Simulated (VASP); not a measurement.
# TiTe (Fm-3m) in VASP: notebook

The runs below take TiTe through single point, with r2SCAN+U.

Program: VASP 6.6.1. These are calculated values, not measurements. Logs are shortened: lines on timing, memory, paths and dates and some standing lists are left out, and cuts for length are marked.

### Step 1. Starting point

It takes space group Fm-3m (No. 225, cubic). Conventional cell: a = 6.100 Å, b = 6.100 Å, c = 6.100 Å, α = 90.00°, β = 90.00°, γ = 90.00°. Ti (site symmetry m-3m) has 6 Te at 3.05 Å as nearest neighbours. Te (site symmetry m-3m) has 6 Ti at 3.05 Å as nearest neighbours.

The cell comes from a database or a generator and needn't be the stable form of this composition.

### Step 2. Single point, r2SCAN+U

The input, INCAR:

```
ALGO = Normal ; EDIFF = 1E-6
ENCUT = 520 ; ISIF = 2
ISMEAR = -1 ; LASPH = True
LCHARG = True ; LDAU = True
LDAUJ = 0 0 ; LDAUL = 2 -1
LDAUPRINT = 1 ; LDAUTYPE = 2
LDAUU = 4 0 ; LELF = True
LMAXMIX = 4 ; LMIXTAU = True
LREAL = False ; LVHAR = True
LWAVE = False ; METAGGA = R2SCAN
NELM = 100 ; PREC = Accurate
SIGMA = 0.05
```

The input, KPOINTS:

```
k-points
0
Gamma
  8 8 8
```

The input, POSCAR:

```
TiTe
1.0
    0.0000000000      3.0500668100      3.0500668100
    3.0500668100      0.0000000000      3.0500668100
    3.0500668100      3.0500668100      0.0000000000
Ti Te
1 1
Direct
    0.5000000000      0.5000000000      0.5000000000
    0.0000000000      0.0000000000      0.0000000000
```

Potentials or basis: VASP PAW PBE potentials, release 64 (Ti_sv, Te).

Launch:

```bash
> cat potpaw_PBE.64/Ti_sv/POTCAR potpaw_PBE.64/Te/POTCAR > POTCAR
> mpirun -np 1 vasp_std > vasp.out
```

OUTCAR:

```text
EDIFF = 1E-6
   ENCUT = 520
   ISIF = 2
   ISMEAR = -1
   LASPH = True
   LREAL = False
   METAGGA = R2SCAN
   NELM = 100
   PREC = Accurate

 ion  position               nearest neighbor table
   1  0.500  0.500  0.500-   2 3.05   2 3.05   2 3.05   2 3.05   2 3.05   2 3.05
   2  0.000  0.000  0.000-   1 3.05   1 3.05   1 3.05   1 3.05   1 3.05   1 3.05

  LATTYP: Found a face centered cubic cell.
 ALAT       =     6.1001336200

  Lattice vectors:

 A1 = (   0.0000000000,   3.0500668100,   3.0500668100)
 A2 = (   3.0500668100,   0.0000000000,   3.0500668100)
 A3 = (   3.0500668100,   3.0500668100,   0.0000000000)

Analysis of symmetry for initial positions (statically):
=====================================================================
 Subroutine PRICEL returns:
 Original cell was already a primitive cell.

 Routine SETGRP: Setting up the symmetry group for a
 face centered cubic supercell.

 Subroutine GETGRP returns: Found 48 space group operations
 (whereof 48 operations were pure point group operations)
 out of a pool of 48 trial point group operations.

The static configuration has the point symmetry O_h .

Analysis of symmetry for dynamics (positions and initial velocities):
=====================================================================
 Subroutine PRICEL returns:
 Original cell was already a primitive cell.

 Routine SETGRP: Setting up the symmetry group for a
 face centered cubic supercell.

 Subroutine GETGRP returns: Found 48 space group operations
 (whereof 48 operations were pure point group operations)
 out of a pool of 48 trial point group operations.

The dynamic configuration has the point symmetry O_h .

 Subroutine INISYM returns: Found 48 space group operations
 (whereof 48 operations are pure point group operations),
 and found     1 'primitive' translations

----------------------------------------------------------------------------------------

                                     Primitive cell

  volume of cell :      56.7490

  direct lattice vectors                    reciprocal lattice vectors
     0.000000000  3.050066810  3.050066810    -0.163930835  0.163930835  0.163930835
     3.050066810  0.000000000  3.050066810     0.163930835 -0.163930835  0.163930835
     3.050066810  3.050066810  0.000000000     0.163930835  0.163930835 -0.163930835

  length of vectors
     4.313445849  4.313445849  4.313445849     0.283936536  0.283936536  0.283936536

  position of ions in fractional coordinates (direct lattice)
     0.500000000  0.500000000  0.500000000
     0.000000000  0.000000000  0.000000000

  ion indices of the primitive-cell ions
   primitive index   ion index
                 1           1
                 2           2

----------------------------------------------------------------------------------------

 KPOINTS: k-points

Automatic generation of k-mesh.
 Grid dimensions read from file:
 generate k-points for:    8    8    8

 Generating k-lattice:

  Cartesian coordinates                     Fractional coordinates (reciprocal lattice)
    -0.020491354  0.020491354  0.020491354     0.125000000  0.000000000  0.000000000
     0.020491354 -0.020491354  0.020491354     0.000000000  0.125000000  0.000000000
     0.020491354  0.020491354 -0.020491354     0.000000000  0.000000000  0.125000000

  Length of vectors
     0.035492067  0.035492067  0.035492067

  Shift w.r.t. Gamma in fractional coordinates (k-lattice)
     0.000000000  0.000000000  0.000000000

 Subroutine IBZKPT returns following result:
 ===========================================

 Found     29 irreducible k-points:

 Following reciprocal coordinates:
            Coordinates               Weight
  0.000000  0.000000  0.000000      1.000000
  0.125000  0.000000  0.000000      8.000000
  0.250000  0.000000  0.000000      8.000000
  0.375000  0.000000  0.000000      8.000000
  0.500000  0.000000  0.000000      4.000000
  0.125000  0.125000  0.000000      6.000000
[... 16 lines left out ...]
  0.500000  0.250000  0.125000     48.000000
 -0.375000  0.250000  0.125000     24.000000
 [... further k-points ...]
   k-points           NKPTS =     29   k-points in BZ     NKDIM =     29   number of bands    NBANDS=     13
   number of dos      NEDOS =    301   number of ions     NIONS =      2
   total plane-waves  NPLWV =  32768
   dimension x,y,z NGX =    32 NGY =   32 NGZ =   32
   dimension x,y,z NGXF=    64 NGYF=   64 NGZF=   64
   ions per type =               1   1
   NGX,Y,Z   is equivalent  to a cutoff of  12.33, 12.33, 12.33 a.u.
   NGXF,Y,Z  is equivalent  to a cutoff of  24.67, 24.67, 24.67 a.u.
 SYSTEM =  unknown system
   PREC   = accura    normal or accurate (medium, high low for compatibility)
   ISTART =      0    job   : 0-new  1-cont  2-samecut
   ICHARG =      2    charge: 1-file 2-atom 10-const
   ISPIN  =      1    spin polarized calculation?
   LNONCOLLINEAR =      F non collinear calculations
   LSORBIT =      F    spin-orbit coupling
   LASPH  =      T    aspherical Exc in radial PAW
   ENCUT  =  520.0 eV  38.22 Ry    6.18 a.u.   8.02  8.02  8.02*2*pi/ulx,y,z
   NELM   =    100;   NELMIN=  2; NELMDL= -5     # of ELM steps
   EDIFF  = 0.1E-05   stopping-criterion for ELM
   LREAL  =      F    real-space projection
   EDIFFG = 0.1E-04   stopping-criterion for IOM
   NSW    =      0    number of steps for IOM
   IBRION =     -1    ionic relax: 0-MD 1-quasi-New 2-CG
   NFREE  =      0    steps in history (QN), initial steepest desc. (CG)
   ISIF   =      2    stress and relaxation
   ISYM   =      2    0-nonsym 1-usesym 2-fastsym
   POTIM  = 0.5000    time-step for ionic-motion
   TEBEG  =    0.0;   TEEND  =   0.0 temperature during run
   PSTRESS=    0.0 pullay stress
   NELECT =      18.0000    total number of electrons
   NUPDOWN=      -1.0000    fix difference up-down
   EMIN   =  10.00;   EMAX   =-10.00  energy-range for DOS
   EFERMI =   0.00;   METHOD = LEGACY
   ISMEAR =    -1;   SIGMA  =   0.05  broadening in eV -4-tet -1-fermi 0-gaus
   EFERMI_NEDOS =   21; number of points for ismear=-14 and -15
   IALGO  =     38    algorithm
   IMIX   =      4    mixing-type and parameters
     AMIX     =   0.40;   BMIX     =  1.00
     AMIX_MAG =   1.60;   BMIX_MAG =  1.00
  volume/ion in A,a.u.               =      28.37       191.48
  Fermi-wavevector in a.u.,A,eV,Ry     =   1.116468  2.109819 16.959676  1.246501
  Thomas-Fermi vector in A             =   2.253082
   LORBIT       =      0    0 simple, 1 ext, 2 COOP (PROOUT), +10 PAW based schemes
 LDA+U is selected, type is set to LDAUTYPE =  2
   angular momentum for each species LDAUL =     2   -1
   U (eV)           for each species LDAUU =   4.0  0.0
   J (eV)           for each species LDAUJ =   0.0  0.0
   METAGGA = R2SCAN    functional components
   LHFCALC =     F    Hartree Fock is set to
   AEXX    =    0.0000 exact exchange contribution
   IVDW    =     0    specifies the selected vdW correction
   LEPSILON=     F    determine dielectric tensor
   LRPA    =     F    only Hartree local field effects (RPA)
 non-spin polarized calculation
  energy-cutoff  :      520.00
  volume of cell :       56.75
 maximum number of plane-waves:      1543
   NGX = 17   NGY = 17   NGZ = 17

atom =   1  type =  1  l = 2

 onsite density matrix

spin component  1

  0.2384 -0.0000 -0.0000  0.0000  0.0000
 -0.0000  0.2384  0.0000  0.0000  0.0000
 -0.0000  0.0000  0.0826  0.0000  0.0000
  0.0000  0.0000  0.0000  0.2384  0.0000
  0.0000  0.0000  0.0000  0.0000  0.0826

spin component  2

  0.2384 -0.0000 -0.0000  0.0000  0.0000
 -0.0000  0.2384  0.0000  0.0000  0.0000
 -0.0000  0.0000  0.0826  0.0000  0.0000
  0.0000  0.0000  0.0000  0.2384  0.0000
  0.0000  0.0000  0.0000  0.0000  0.0826

 occupancies and eigenvectors

  o =  0.0826  v =  0.0000  0.0000  0.9837 -0.0000 -0.1797  0.0000  0.0000  0.0000  0.0000  0.0000      0.0000  0.0000  0.0000  0.0000  0.0000  0.0000  0.0000  0.0000  0.0000  0.0000
  o =  0.0826  v =  0.0000  0.0000  0.0000  0.0000  0.0000  0.0000  0.0000  0.9837 -0.0000 -0.1797      0.0000  0.0000  0.0000  0.0000  0.0000  0.0000  0.0000  0.0000  0.0000  0.0000
  o =  0.0826  v =  0.0000 -0.0000  0.1797 -0.0000  0.9837  0.0000  0.0000  0.0000  0.0000  0.0000      0.0000  0.0000  0.0000  0.0000  0.0000  0.0000  0.0000  0.0000  0.0000  0.0000
  o =  0.0826  v =  0.0000  0.0000  0.0000  0.0000  0.0000  0.0000 -0.0000  0.1797 -0.0000  0.9837      0.0000  0.0000  0.0000  0.0000  0.0000  0.0000  0.0000  0.0000  0.0000  0.0000
  o =  0.2384  v =  0.0000  0.0000  0.0000  0.0000  0.0000  0.0000 -0.9808  0.0000  0.1949 -0.0000      0.0000  0.0000  0.0000  0.0000  0.0000  0.0000  0.0000  0.0000  0.0000  0.0000
  o =  0.2384  v =  0.0000 -0.9808  0.0000  0.1949 -0.0000  0.0000  0.0000  0.0000  0.0000  0.0000      0.0000  0.0000  0.0000  0.0000  0.0000  0.0000  0.0000  0.0000  0.0000  0.0000
  o =  0.2384  v =  1.0000  0.0000  0.0000  0.0000  0.0000  0.0000  0.0000  0.0000  0.0000  0.0000      0.0000  0.0000  0.0000  0.0000  0.0000  0.0000  0.0000  0.0000  0.0000  0.0000
  o =  0.2384  v =  0.0000  0.0000  0.0000  0.0000  0.0000  1.0000  0.0000  0.0000  0.0000  0.0000      0.0000  0.0000  0.0000  0.0000  0.0000  0.0000  0.0000  0.0000  0.0000  0.0000
  o =  0.2384  v =  0.0000  0.0000  0.0000  0.0000  0.0000  0.0000 -0.1949 -0.0000 -0.9808  0.0000      0.0000  0.0000  0.0000  0.0000  0.0000  0.0000  0.0000  0.0000  0.0000  0.0000
  o =  0.2384  v =  0.0000 -0.1949 -0.0000 -0.9808  0.0000  0.0000  0.0000  0.0000  0.0000  0.0000      0.0000  0.0000  0.0000  0.0000  0.0000  0.0000  0.0000  0.0000  0.0000  0.0000

 number of electron      17.9999995 magnetization

 Free energy of the ion-electron system (eV)
  ---------------------------------------------------
  ext. energy  EPLUGINS =         0.00000000
  ---------------------------------------------------
  free energy    TOTEN  =       -35.77278455 eV

  energy without entropy =      -35.73497080  energy(sigma->0) =      -35.75387768

 E-fermi :   7.0690     XC(G=0): -10.0382

 val. band max:        7.0350086708   @ k =  -0.2500   0.2500   0.0000
 cond. band min:       7.0885709879   @ k =  -0.2500   0.3750   0.1250
 fundamental gap:      0.0535623171
 Fermi energy:         7.0690027396

 k-point     1 :       0.0000    0.0000    0.0000
  band No.  band energies     occupation
      1     -54.5358      2.00000
      2     -29.7172      2.00000
      3     -29.7172      2.00000
      4     -29.7170      2.00000
      5      -6.2837      2.00000
      6       5.1321      2.00000
      7       5.1321      2.00000
      8       5.1321      2.00000
      9       6.4899      1.99998
     10       6.4900      1.99998
     11       6.4900      1.99998
     12       7.2840      0.02677
     13       7.2840      0.02675

 k-point     2 :       0.1250    0.0000    0.0000
  band No.  band energies     occupation
      1     -54.5358      2.00000
      2     -29.7186      2.00000
      3     -29.7173      2.00000
      4     -29.7171      2.00000
      5      -6.1648      2.00000
      6       4.0761      2.00000
      7       4.7596      2.00000
      8       4.7596      2.00000
      9       6.6427      1.99960
     10       6.6427      1.99960
     11       6.7063      1.99859
     12       7.7180      0.00000
     13       7.7180      0.00000

 k-point     3 :       0.2500    0.0000    0.0000
  band No.  band energies     occupation
      1     -54.5356      2.00000
      2     -29.7219      2.00000
      3     -29.7176      2.00000
      4     -29.7174      2.00000
      5      -5.8465      2.00000
      6       2.4947      2.00000
      7       4.1820      2.00000
      8       4.1820      2.00000
      9       6.9109      1.91883
     10       6.9109      1.91879
     11       6.9162      1.91009
     12       8.5982      0.00000
     13       8.5982      0.00000
[... 305 lines left out ...]
 k-point    23 :       0.5000    0.2500    0.1250
  band No.  band energies     occupation
      1     -54.5354      2.00000
      2     -29.7243      2.00000
      3     -29.7202      2.00000
      4     -29.7185      2.00000
      5      -5.3244      2.00000
      6       1.5446      2.00000
      7       3.0638      2.00000
      8       3.5954      2.00000
      9       6.8368      1.98096
     10       7.3595      0.00598
     11       7.4304      0.00145
     12       8.1230      0.00000
     13       9.1657      0.00000

 k-point    24 :      -0.3750    0.2500    0.1250
  band No.  band energies     occupation
      1     -54.5353      2.00000
      2     -29.7252      2.00000
      3     -29.7203      2.00000
      4     -29.7187      2.00000
      5      -5.1871      2.00000
      6       1.2683      2.00000
      7       2.8784      2.00000
      8       3.4817      2.00000
      9       7.1148      0.57143
     10       7.1820      0.18916
     11       7.4332      0.00137
     12       8.6464      0.00000
     13       8.6930      0.00000

 [... further k-points ...]
[... 5 lines left out ...]
  --------------------------------------------------------------------------------------
  -------------------------------------------------------------------------------------
  Total       -3.3563485     -3.3563485     -3.3563485      0.0000000      0.0000000      0.0000000
  in kB      -94.7588064    -94.7588064    -94.7588064      0.0000000      0.0000000      0.0000000
  external PRESSURE =     -94.7588064 kB  Pullay stress =       0.0000000 kB

 VOLUME and BASIS-vectors are now :
 -----------------------------------------------------------------------------
  energy-cutoff  :      520.00
  volume of cell :       56.75
      direct lattice vectors                 reciprocal lattice vectors
     0.000000000  3.050066810  3.050066810    -0.163930835  0.163930835  0.163930835
     3.050066810  0.000000000  3.050066810     0.163930835 -0.163930835  0.163930835
     3.050066810  3.050066810  0.000000000     0.163930835  0.163930835 -0.163930835

 POSITION                                       TOTAL-FORCE (eV/Angst)
 -----------------------------------------------------------------------------------
      3.05007      3.05007      3.05007        -0.000000     -0.000000      0.000000
      0.00000      0.00000      0.00000         0.000000      0.000000     -0.000000
 -----------------------------------------------------------------------------------
    total drift:                                0.000000     -0.000000      0.000000

  FREE ENERGIE OF THE ION-ELECTRON SYSTEM (eV)
  ---------------------------------------------------
  free  energy   TOTEN  =       -35.7727845548 eV

  energy  without entropy=      -35.7349708006  energy(sigma->0) =      -35.75387768
```

It took 1.9 min on 1 thread of Intel Xeon Platinum 8259CL at 2.50GHz (Skylake/Cascade Lake), shared host; peak memory 0.19 GiB.

Results:

```
Free energy            : -35.7728 eV
Pressure               : -9.5 GPa
Band gap on the k mesh : none (metal or under the smearing width)
```

Eigenvalues of the final occupation matrices:
```tsv
site	spin	trace	eigenvalues
site 1 d	1	0.88	0.08 0.08 0.24 0.24 0.24
site 1 d	2	0.88	0.08 0.08 0.24 0.24 0.24
```

Caveat: the PAW data sets were made with another functional, which shifts forces and pressure a little; U without spin polarisation on a metal has little footing; the U is typed as a test and isn't derived for this compound. Spin-orbit coupling is left out, which matters for the levels of Te.

### Step 3. Single point, r2SCAN+U

Changes to INCAR since step 2:

```diff
@@ -6,3 +6,3 @@
 LDAUPRINT = 1 ; LDAUTYPE = 2
-LDAUU = 4 0 ; LELF = True
+LDAUU = 5 0 ; LELF = True
 LMAXMIX = 4 ; LMIXTAU = True
```

KPOINTS is that of step 2.

POSCAR is that of step 2.

Potentials or basis: VASP PAW PBE potentials, release 64 (Ti_sv, Te).

Launch:

```bash
> cat potpaw_PBE.64/Ti_sv/POTCAR potpaw_PBE.64/Te/POTCAR > POTCAR
> mpirun -np 1 vasp_std > vasp.out
```

OUTCAR:

```text
EDIFF = 1E-6
   ENCUT = 520
   ISIF = 2
   ISMEAR = -1
   LASPH = True
   LREAL = False
   METAGGA = R2SCAN
   NELM = 100
   PREC = Accurate

 ion  position               nearest neighbor table
   1  0.500  0.500  0.500-   2 3.05   2 3.05   2 3.05   2 3.05   2 3.05   2 3.05
   2  0.000  0.000  0.000-   1 3.05   1 3.05   1 3.05   1 3.05   1 3.05   1 3.05

  LATTYP: Found a face centered cubic cell.
 ALAT       =     6.1001336200

  Lattice vectors:

 A1 = (   0.0000000000,   3.0500668100,   3.0500668100)
 A2 = (   3.0500668100,   0.0000000000,   3.0500668100)
[... 599 lines left out ...]
     10       7.2534      0.16440
     11       7.5034      0.00121
     12       8.7786      0.00000
     13       8.8832      0.00000

 [... further k-points ...]
[... 5 lines left out ...]
  --------------------------------------------------------------------------------------
  -------------------------------------------------------------------------------------
  Total       -3.2162460     -3.2162460     -3.2162460      0.0000000     -0.0000000      0.0000000
  in kB      -90.8033322    -90.8033322    -90.8033322      0.0000000     -0.0000000      0.0000000
  external PRESSURE =     -90.8033322 kB  Pullay stress =       0.0000000 kB

 VOLUME and BASIS-vectors are now :
 -----------------------------------------------------------------------------
  energy-cutoff  :      520.00
  volume of cell :       56.75
      direct lattice vectors                 reciprocal lattice vectors
     0.000000000  3.050066810  3.050066810    -0.163930835  0.163930835  0.163930835
     3.050066810  0.000000000  3.050066810     0.163930835 -0.163930835  0.163930835
     3.050066810  3.050066810  0.000000000     0.163930835  0.163930835 -0.163930835

 POSITION                                       TOTAL-FORCE (eV/Angst)
 -----------------------------------------------------------------------------------
      3.05007      3.05007      3.05007        -0.000000     -0.000000      0.000000
      0.00000      0.00000      0.00000         0.000000      0.000000     -0.000000
 -----------------------------------------------------------------------------------
    total drift:                                0.000000     -0.000000      0.000000

  FREE ENERGIE OF THE ION-ELECTRON SYSTEM (eV)
  ---------------------------------------------------
  free  energy   TOTEN  =       -35.0830434458 eV

  energy  without entropy=      -35.0465867782  energy(sigma->0) =      -35.06481511
```

It took 94 s on 1 thread of Intel Xeon Platinum 8259CL at 2.50GHz (Skylake/Cascade Lake), shared host; peak memory 0.19 GiB.

What came out:

- Free energy: -35.0830 eV
- Pressure: -9.1 GPa
- Band gap on the k mesh: none (metal or under the smearing width)

Eigenvalues of the final occupation matrices:
| site | spin | trace | eigenvalues |
| --- | --- | --- | --- |
| site 1 d | 1 | 0.86 | 0.08 0.08 0.24 0.24 0.24 |
| site 1 d | 2 | 0.86 | 0.08 0.08 0.24 0.24 0.24 |

Caveat: the PAW data sets were made with another functional, which shifts forces and pressure a little; U without spin polarisation on a metal has little footing; the U is typed as a test and isn't derived for this compound.

(Continued in part 2 of 2.)
